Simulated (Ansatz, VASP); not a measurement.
**Ge: VASP beside Ansatz**

```xyz
1
Lattice="2.7461 0.0000 0.0000 0.0000 2.7461 0.0000 0.0000 0.0000 2.7461" Properties=species:S:1:pos:R:3 pbc="T T T"
Ge    0.0000    0.0000    0.0000
```

The cell was built by a generator and needn't be a form met in nature.

Alike in both runs: task single point; functional PBE; k mesh 10 × 10 × 10; occupations fermi-dirac, width 0.05 eV; no spin polarisation.

|  | VASP | Ansatz |
| --- | --- | --- |
| version | VASP 6.6.1 | Ansatz 0.2.0 |
| potentials or method | VASP PAW PBE potentials, release 64 (Ge_d) | Ansatz PAW soft_1 |
| plane-wave cutoff (eV) | 520 | 420 |
| valence electrons in the cell | 14 | 14 |

VASP gave:

```
gap on the k mesh at the Fermi level (eV) : none
pressure (GPa)                            : -3.0
```

Q: What did Ansatz give for the same quantities?

A: gap on the k mesh at the Fermi level (eV): none; pressure (GPa): -2.9.

A gap of «none» marks a metal or a gap that the smearing closes. The functional is the same, so the differences come from potentials, cutoffs and numerics.
